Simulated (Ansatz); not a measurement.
# NaF (rocksalt): G0W0 against its settings

NaF in the rocksalt structure, relaxed with r2SCAN; one-shot G0W0 in Ansatz without spin-orbit coupling. Calculated for a static, non-magnetic cell.

```
CELL_PARAMETERS angstrom
0.00000 2.29717 2.29717
2.29717 0.00000 2.29717
2.29717 2.29717 0.00000
ATOMIC_POSITIONS crystal
Na 0.00000 0.00000 0.00000
F 0.50000 0.50000 0.50000
```

Gaps are read over the mesh points alone. G0W0 values are finite-basis, finite-mesh values.
```tsv
start	potentials	frequency model	mesh	empty bands	screening cutoff (eV)	Kohn-Sham gap (eV)	G0W0 gap (eV)
PBE	PAW	contour deformation	6×6×6	55	100	6.46	10.49
PBE	PAW	contour deformation	6×6×6	132	180	6.46	10.69
PBE	PAW	contour deformation	6×6×6	257	260	6.46	10.83
HSE06	PAW	contour deformation	6×6×6	132	180	8.64	11.73
r2SCAN	PAW	contour deformation	6×6×6	132	180	7.28	11.16
PBE0	PAW	contour deformation	6×6×6	132	180	9.40	11.95
PBE	PAW	Godby-Needs pole	6×6×6	132	180	6.46	10.72
PBE	PAW	contour deformation	10×10×10	39	80	6.46	10.50
PBE	norm-conserving	contour deformation	6×6×6	132	180	6.45	10.65
```

Over the mesh points the PBE gap of 6.46 eV becomes a quasiparticle gap of 10.83 eV (direct at Γ), a change of +4.37 eV. Renormalisation factors Z lie between 0.80 and 0.90.

Raising bands and cutoff together moves the gap by +0.20 eV (100 to 180 eV), then +0.14 eV (180 to 260 eV); the last step is still large, so the basis limit isn't reached. Starting from HSE06 (8.64 eV against PBE's 6.46 eV) gives 11.73 eV, +1.04 eV from G0W0@PBE at the same screening cutoff. Starting from r2SCAN (7.28 eV against PBE's 6.46 eV) gives 11.16 eV, +0.47 eV from G0W0@PBE at the same screening cutoff. Starting from PBE0 (9.40 eV against PBE's 6.46 eV) gives 11.95 eV, +1.26 eV from G0W0@PBE at the same screening cutoff. The Godby-Needs plasmon pole differs from contour deformation by +0.03 eV. Norm-conserving potentials (wave cutoff 1320 eV against 420 eV) shift the quasiparticle gap by -0.04 eV and the PBE gap by -0.01 eV. r2SCAN runs take a wave cutoff of 500 eV.
